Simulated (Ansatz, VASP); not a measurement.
HgTe (Coloradoite) in VASP and in Ansatz

The input INCAR:

```
SYSTEM = HgTe
ALGO = Normal ; EDIFF = 1E-6
ENCUT = 520 ; GGA = CA
ISIF = 2 ; ISMEAR = -1
LASPH = .TRUE. ; LCHARG = .FALSE.
LREAL = .FALSE. ; LWAVE = .FALSE.
NBANDS = 16 ; NELM = 60
PREC = Accurate ; SIGMA = 0.05
```

The input KPOINTS:

```
k-points
0
G
  7 7 7
  0 0 0
```

The input POSCAR:

```
HgTe
1.0
    0.0000000000      3.1488795465      3.1488795465
    3.1488795465      0.0000000000      3.1488795465
    3.1488795465      3.1488795465      0.0000000000
Hg Te
1 1
Direct
    0.0000000000      0.0000000000      0.0000000000
    0.7500000000      0.7500000000      0.7500000000
```

Contents of input.yaml:

```yaml
crystal:
  lattice:
    - [0.0, 3.1488795465, 3.1488795465]
    - [3.1488795465, 0.0, 3.1488795465]
    - [3.1488795465, 3.1488795465, 0.0]
  atoms:
    - { symbol: Hg, position: [0.0, 0.0, 0.0] }
    - { symbol: Te, position: [0.75, 0.75, 0.75] }
kpoints:
  mp_grid: { grid: [7, 7, 7] }
scf:
  occupations: { method: fermi_dirac, width: 0.05 }
hamiltonian:
  xc: lda
  pseudopotentials: { kind: all_electron, lapw: { basis_error: 0.001 } }
output:
  forces: true
  stress: true
  eigenvalues: true
```

Change from the starting cell: volume scaled by 0.94.

Alike in both runs: task single point; functional LDA; k mesh 7 × 7 × 7; occupations fermi-dirac, width 0.05 eV; no spin polarisation.

```csv
,VASP,Ansatz
version,VASP 6.6.1,Ansatz 0.2.0
potentials or method,"VASP PAW LDA potentials, release 64 (Hg, Te)","all-electron LAPW, scalar-relativistic"
plane-wave cutoff (eV),520,see its input
```

VASP gave:

```
gap on the k mesh at the Fermi level (eV) : none
pressure (GPa)                            : 4.0
```

Q: Estimate Ansatz's values.

A: gap on the k mesh at the Fermi level (eV): none; pressure (GPa): 3.7.

A gap of «none» marks a metal or a gap that the smearing closes. Ansatz ran all-electron here, so the differences hold the error of VASP's frozen core and of both bases.

The runs have no spin-orbit coupling, so splittings on Hg, Te are missing.
